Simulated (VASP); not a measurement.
# La (P6_3/mmc) in VASP: further runs

Runs on La. Level: LDA. Tasks: single point.

Program: VASP 6.6.1. These are calculated values, not measurements. Logs are shortened: lines on timing, memory, paths and dates and some standing lists are left out, and cuts for length are marked.

## 1. The structure

The structure is hexagonal, space group P6_3/mmc (No. 194). The conventional cell has a = 3.750 Å, b = 3.750 Å, c = 6.070 Å, α = 90.00°, β = 90.00°, γ = 120.00°. La (site symmetry -6m2) has 12 La at 3.73 to 3.75 Å as nearest neighbours.

This isn't the form of La at room conditions, which is double hcp.

## 2. Single point, LDA

Contents of INCAR:

```
SYSTEM = La
PREC = Accurate ; ENCUT = 400
EDIFF = 1E-5 ; ISMEAR = -1
SIGMA = 0.1 ; LREAL = .FALSE.
LASPH = .TRUE. ; NELM = 100
ALGO = Normal ; ISIF = 2
LWAVE = .FALSE. ; LCHARG = .FALSE.
GGA = CA ; ADDGRID = .FALSE.
```

Contents of KPOINTS:

```
Automatic mesh
0
G
  13 13 7
  0 0 0
```

Contents of POSCAR:

```
La
1.0
    3.7500000000      0.0000000000      0.0000000000
   -1.8750000000      3.2475952642      0.0000000000
    0.0000000000      0.0000000000      6.0700000000
La
2
Direct
    0.6666666667      0.3333333333      0.7500000000
    0.3333333333      0.6666666667      0.2500000000
```

Potentials or basis: VASP PAW LDA potentials, release 64 (La).

Started as:

```bash
$ cat potpaw_LDA.64/La/POTCAR > POTCAR
$ mpirun -np 1 vasp_std > vasp.out
```

OUTCAR:

```text
SYSTEM = La
   PREC = Accurate
   ENCUT = 400
   EDIFF = 1E-5
   ISMEAR = -1
   LREAL = .FALSE.
   LASPH = .TRUE.
   NELM = 100
   ISIF = 2
   GGA = CA

 Found     84 irreducible k-points:

 Following reciprocal coordinates:
            Coordinates               Weight
  0.000000  0.000000  0.000000      1.000000
  0.076923 -0.000000  0.000000      6.000000
  0.153846 -0.000000  0.000000      6.000000
  0.230769 -0.000000  0.000000      6.000000
  0.307692 -0.000000  0.000000      6.000000
  0.384615 -0.000000  0.000000      6.000000
   k-points           NKPTS =     84   k-points in BZ     NKDIM =     84   number of bands    NBANDS=     15
   number of dos      NEDOS =    301   number of ions     NIONS =      2
   total plane-waves  NPLWV =  23040
   dimension x,y,z NGX =    24 NGY =   24 NGZ =   40
   dimension x,y,z NGXF=    48 NGYF=   48 NGZF=   80
   ions per type =               2
   NGX,Y,Z   is equivalent  to a cutoff of  10.64, 10.64, 10.96 a.u.
   NGXF,Y,Z  is equivalent  to a cutoff of  21.28, 21.28, 21.91 a.u.
 SYSTEM =  La
   PREC   = accura    normal or accurate (medium, high low for compatibility)
   ISTART =      0    job   : 0-new  1-cont  2-samecut
   ICHARG =      2    charge: 1-file 2-atom 10-const
   ISPIN  =      1    spin polarized calculation?
   LNONCOLLINEAR =      F non collinear calculations
   LSORBIT =      F    spin-orbit coupling
   LASPH  =      T    aspherical Exc in radial PAW
   ENCUT  =  400.0 eV  29.40 Ry    5.42 a.u.   6.12  6.12  9.90*2*pi/ulx,y,z
   NELM   =    100;   NELMIN=  2; NELMDL= -5     # of ELM steps
   EDIFF  = 0.1E-04   stopping-criterion for ELM
   LREAL  =      F    real-space projection
   EDIFFG = 0.1E-03   stopping-criterion for IOM
   NSW    =      0    number of steps for IOM
   IBRION =     -1    ionic relax: 0-MD 1-quasi-New 2-CG
   NFREE  =      0    steps in history (QN), initial steepest desc. (CG)
   ISIF   =      2    stress and relaxation
   ISYM   =      2    0-nonsym 1-usesym 2-fastsym
   POTIM  = 0.5000    time-step for ionic-motion
   TEBEG  =    0.0;   TEEND  =   0.0 temperature during run
   PSTRESS=    0.0 pullay stress
   NELECT =      22.0000    total number of electrons
   NUPDOWN=      -1.0000    fix difference up-down
   EMIN   =  10.00;   EMAX   =-10.00  energy-range for DOS
   EFERMI =   0.00;   METHOD = LEGACY
   ISMEAR =    -1;   SIGMA  =   0.10  broadening in eV -4-tet -1-fermi 0-gaus
   EFERMI_NEDOS =   21; number of points for ismear=-14 and -15
   IALGO  =     38    algorithm
   IMIX   =      4    mixing-type and parameters
     AMIX     =   0.40;   BMIX     =  1.00
     AMIX_MAG =   1.60;   BMIX_MAG =  1.00
  volume/ion in A,a.u.               =      36.96       249.43
  Fermi-wavevector in a.u.,A,eV,Ry     =   1.093004  2.065478 16.254307  1.194658
  Thomas-Fermi vector in A             =   2.229281
   LORBIT       =      0    0 simple, 1 ext, 2 COOP (PROOUT), +10 PAW based schemes
   GGA     = CA    functional components
   LHFCALC =     F    Hartree Fock is set to
   AEXX    =    0.0000 exact exchange contribution
   IVDW    =     0    specifies the selected vdW correction
   LEPSILON=     F    determine dielectric tensor
   LRPA    =     F    only Hartree local field effects (RPA)
 non-spin polarized calculation
  energy-cutoff  :      400.00
  volume of cell :       73.92
 maximum number of plane-waves:      1358
   NGX = 13   NGY = 13   NGZ = 19

 number of electron      22.0000001 magnetization

 Free energy of the ion-electron system (eV)
  ---------------------------------------------------
  ext. energy  EPLUGINS =         0.00000000
  ---------------------------------------------------
  free energy    TOTEN  =       -11.06035664 eV

  energy without entropy =      -10.93699721  energy(sigma->0) =      -10.99867692

 E-fermi :   7.6851     XC(G=0):  -9.7831

 val. band max:        7.6847059395   @ k =   0.3846  -0.0000   0.2857
 cond. band min:       7.6896739278   @ k =   0.1538   0.1538   0.0000
 fundamental gap:      0.0049679883
 Fermi energy:         7.6851027302

 k-point     1 :       0.0000    0.0000    0.0000
  band No.  band energies     occupation
      1     -25.0372      2.00000
      2     -24.8278      2.00000
      3      -9.4432      2.00000
      4      -8.2115      2.00000
      5      -8.2115      2.00000
      6      -8.0204      2.00000
      7      -8.0204      2.00000
      8      -7.9914      2.00000
      9       4.5040      2.00000
     10       5.9296      2.00000
     11       8.7007      0.00008
     12       8.9923      0.00000
     13       8.9977      0.00000
     14       9.0788      0.00000
     15       9.1593      0.00000

 k-point     2 :       0.0769   -0.0000    0.0000
  band No.  band energies     occupation
      1     -25.0274      2.00000
      2     -24.8231      2.00000
      3      -9.4176      2.00000
      4      -8.2787      2.00000
      5      -8.2325      2.00000
      6      -8.0897      2.00000
      7      -8.0289      2.00000
      8      -8.0018      2.00000
      9       4.6642      2.00000
     10       6.0780      2.00000
     11       8.4006      0.00156
     12       8.9685      0.00001
     13       8.9764      0.00000
     14       9.0447      0.00000
     15       9.1257      0.00000

 k-point     3 :       0.1538   -0.0000    0.0000
  band No.  band energies     occupation
      1     -24.9994      2.00000
      2     -24.8104      2.00000
      3      -9.3435      2.00000
      4      -8.4624      2.00000
      5      -8.2884      2.00000
      6      -8.2742      2.00000
      7      -8.0540      2.00000
      8      -8.0339      2.00000
      9       5.1006      2.00000
     10       6.4436      1.99999
     11       8.0021      0.08061
     12       8.5377      0.00040
     13       8.7195      0.00006
     14       8.9571      0.00001
     15       9.1499      0.00000

 k-point     4 :       0.2308   -0.0000    0.0000
  band No.  band energies     occupation
      1     -24.9584      2.00000
      2     -24.7937      2.00000
      3      -9.2289      2.00000
      4      -8.7144      2.00000
      5      -8.5177      2.00000
      6      -8.3626      2.00000
      7      -8.0923      2.00000
      8      -8.0889      2.00000
      9       5.6771      2.00000
     10       6.6883      1.99991
     11       7.8883      0.23180
     12       7.9026      0.20396
     13       8.5806      0.00026
     14       8.8602      0.00002
     15       9.1291      0.00000

 k-point     5 :       0.3077   -0.0000    0.0000
  band No.  band energies     occupation
      1     -24.9117      2.00000
      2     -24.7784      2.00000
      3      -9.0874      2.00000
      4      -8.9727      2.00000
      5      -8.7593      2.00000
      6      -8.4373      2.00000
      7      -8.1665      2.00000
      8      -8.1351      2.00000
      9       6.1514      2.00000
     10       6.5576      1.99997
     11       7.2787      1.96623
     12       8.1935      0.01232
     13       8.7865      0.00003
     14       8.8180      0.00002
     15       9.0434      0.00000

 k-point     6 :       0.3846   -0.0000    0.0000
  band No.  band energies     occupation
      1     -24.8688      2.00000
      2     -24.7695      2.00000
      3      -9.1797      2.00000
      4      -8.9492      2.00000
      5      -8.9413      2.00000
      6      -8.4968      2.00000
      7      -8.2591      2.00000
      8      -8.1714      2.00000
      9       6.2154      2.00000
     10       6.5021      1.99999
     11       6.8301      1.99961
     12       8.5605      0.00032
     13       8.8399      0.00002
     14       8.9700      0.00001
     15       9.1727      0.00000

 [... further k-points ...]

------------------------ aborting loop because EDIFF is reached ----------------------------------------

  FORCE on cell =-STRESS in cart. coord.  units (eV):
  Direction    XX          YY          ZZ          XY          YZ          ZX
  --------------------------------------------------------------------------------------
  -------------------------------------------------------------------------------------
  Total       -1.3698339     -1.3698339     -1.3581503      0.0000000      0.0000000     -0.0000000
  in kB      -29.6890738    -29.6890738    -29.4358494      0.0000000      0.0000000     -0.0000000
  external PRESSURE =     -29.6046657 kB  Pullay stress =       0.0000000 kB

 VOLUME and BASIS-vectors are now :
 -----------------------------------------------------------------------------
  energy-cutoff  :      400.00
  volume of cell :       73.92
      direct lattice vectors                 reciprocal lattice vectors
     3.750000000  0.000000000  0.000000000     0.266666667  0.153960072  0.000000000
    -1.875000000  3.247595264  0.000000000     0.000000000  0.307920144  0.000000000
     0.000000000  0.000000000  6.070000000     0.000000000  0.000000000  0.164744646

 POSITION                                       TOTAL-FORCE (eV/Angst)
 -----------------------------------------------------------------------------------
      1.87500      1.08253      4.55250         0.000000     -0.000000      0.000000
     -0.00000      2.16506      1.51750        -0.000000      0.000000      0.000000
 -----------------------------------------------------------------------------------
    total drift:                                0.000000     -0.000000      0.000000

  FREE ENERGIE OF THE ION-ELECTRON SYSTEM (eV)
  ---------------------------------------------------
  free  energy   TOTEN  =       -11.0603566352 eV

  energy  without entropy=      -10.9369972074  energy(sigma->0) =      -10.99867692
```

It took 27 s on 1 thread of AMD EPYC 9R45 (Zen 5), shared host; peak memory 0.17 GiB.

The run converged, but some of its settings lie outside the range that counts as converged, so its numbers aren't taken as properties of the crystal.

Results:

* Free energy: -11.0604 eV
* Pressure: -3.0 GPa
* Band gap on the k mesh: none (metal or under the smearing width)

## 3. Single point, LDA

INCAR is that of step 2.

KPOINTS is that of step 2.

Contents of POSCAR:

```
La
1.0
    3.7500000000      0.0000000000      0.0000000000
   -1.8750000000      3.2475952642      0.0000000000
    0.0000000000      0.0000000000      6.0700000000
La
2
Direct
    0.6527560000      0.3219160000      0.7382770000
    0.3157440000      0.6620370000      0.2676620000
```

Potentials or basis: VASP PAW LDA potentials, release 64 (La).

Started as:

```bash
$ cat potpaw_LDA.64/La/POTCAR > POTCAR
$ mpirun -np 1 vasp_std > vasp.out
```

It took 3 min on 1 thread of AMD EPYC 9R45 (Zen 5), shared host; peak memory 0.52 GiB.

The run converged, but some of its settings lie outside the range that counts as converged, so its numbers aren't taken as properties of the crystal.

What came out:

* Free energy: -11.0405 eV
* Pressure: -2.8 GPa
* Largest force: 0.231 eV/Å
* Band gap on the k mesh: none (metal or under the smearing width)

## 4. Single point, LDA

Contents of INCAR:

```
SYSTEM = La
PREC = Accurate ; ENCUT = 400
EDIFF = 1E-6 ; ISMEAR = -1
SIGMA = 0.1 ; LREAL = .FALSE.
LASPH = .TRUE. ; NELM = 100
ALGO = Normal ; ISIF = 2
LWAVE = .FALSE. ; LCHARG = .FALSE.
GGA = CA ; ADDGRID = .TRUE.
```

KPOINTS is that of step 3.

Contents of POSCAR:

```
La
1.0
    3.7500000000      0.0000000000      0.0000000000
   -1.8750000000      3.2475952642      0.0000000000
    0.0000000000      0.0000000000      6.0700000000
La
2
Direct
    0.6666666667      0.3333333333      0.7500000000
    0.3333333333      0.6666666667      0.2500000000
```

Started as:

```bash
$ cat potpaw_LDA.64/La/POTCAR > POTCAR
$ mpirun -np 1 vasp_std > vasp.out
```

Wall time 34 s (1 thread of AMD EPYC 9R45 (Zen 5), shared host); peak memory 0.24 GiB.

These settings aren't checked as converged: the numbers below hold their error.

Results:

```
Free energy            : -11.0604 eV
Pressure               : -3.0 GPa
Band gap on the k mesh : none (metal or under the smearing width)
```

## 5. Single point, LDA

INCAR is that of step 4.

KPOINTS is that of step 4.

Contents of POSCAR:

```
La
1.0
    3.7500000000      0.0000000000      0.0000000000
   -1.8750000000      3.2475952642      0.0000000000
    0.0000000000      0.0000000000      6.0700000000
La
2
Direct
    0.6527560000      0.3219160000      0.7382770000
    0.3157440000      0.6620370000      0.2676620000
```

Started as:

```bash
$ cat potpaw_LDA.64/La/POTCAR > POTCAR
$ mpirun -np 1 vasp_std > vasp.out
```

It took 3.4 min on 1 thread of AMD EPYC 9R45 (Zen 5), shared host; peak memory 0.6 GiB.

The run converged, but some of its settings lie outside the range that counts as converged, so its numbers aren't taken as properties of the crystal.

What came out:

| Quantity | Value |
| --- | --- |
| Free energy | -11.0405 eV |
| Pressure | -2.8 GPa |
| Largest force | 0.233 eV/Å |
| Band gap on the k mesh | none (metal or under the smearing width) |
